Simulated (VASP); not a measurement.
A calculation with VASP 6.6.1 of Sb (native input, structure from a POSCAR):

File INCAR:

```
SYSTEM = Sb
PREC = Accurate
ENCUT = 520
EDIFF = 1E-7
ISMEAR = 0
SIGMA = 0.05
LREAL = .False.
LASPH = .True.
NELM = 100
ALGO = Normal
ISIF = 2
LWAVE = .False.
LCHARG = .False.
GGA = PE
```

File KPOINTS:

```
Automatic mesh
0
Gamma
  8 8 8
  0 0 0
```

File POSCAR:

```
Sb
1.0
    3.1600000000      0.0000000000      0.0000000000
    0.0000000000      3.1600000000      0.0000000000
    0.0000000000      0.0000000000      3.1600000000
Sb
1
Cartesian
    0.0000000000      0.0000000000      0.0000000000
```

Potentials or basis: VASP PAW PBE potentials, release 64 (Sb).

Run with:

```bash
$ cat potpaw_PBE.64/Sb/POTCAR > POTCAR
$ mpirun -np 1 vasp_std > vasp.out
```

This isn't the form of Sb at room conditions, which is rhombohedral.

Q: Write the same calculation in another form: ASE script, structure typed inline.

A: As run:

run.py

```python
from ase import Atoms
from ase.calculators.vasp import Vasp
from ase.dft.bandgap import bandgap

atoms = Atoms(
    ['Sb'],
    cell=[[3.16, 0.0, 0.0], [0.0, 3.16, 0.0], [0.0, 0.0, 3.16]],
    scaled_positions=[[0.0, 0.0, 0.0]],
    pbc=True,
)
calc = Vasp(
    directory='calc',
    xc='pbe',
    pp='PBE',
    setups='recommended',
    prec='Accurate',
    encut=520,
    ediff=1e-06,
    ismear=0,
    sigma=0.05,
    lreal=False,
    lasph=True,
    nelm=60,
    algo='Normal',
    isif=2,
    lwave=False,
    lcharg=False,
    kpts=[8, 8, 8],
    gamma=True,
    nbands=8,
)
atoms.calc = calc

print('energy (eV):', atoms.get_potential_energy())
print('free energy (eV):', atoms.get_potential_energy(force_consistent=True))
print('forces (eV/A):')
print(atoms.get_forces())
print('stress (eV/A^3, Voigt):', atoms.get_stress())
print('Fermi level (eV):', calc.get_fermi_level())
gap, top, bottom = bandgap(calc)
print('band gap (eV):', gap, 'from (spin, k, band)', top, 'to', bottom)
```

Potentials or basis: VASP PAW PBE potentials, release 64 (Sb).

Command:

```console
$ python run.py
```

Both were run:

|  | native input, structure from a POSCAR | ASE script, structure typed inline |
| --- | --- | --- |
| Pressure | -2.3 GPa | -2.3 GPa |
| Band gap on the k mesh | none (metal or under the smearing width) | none (metal or under the smearing width) |

Keys that steer only the numerical path or the files written may differ.
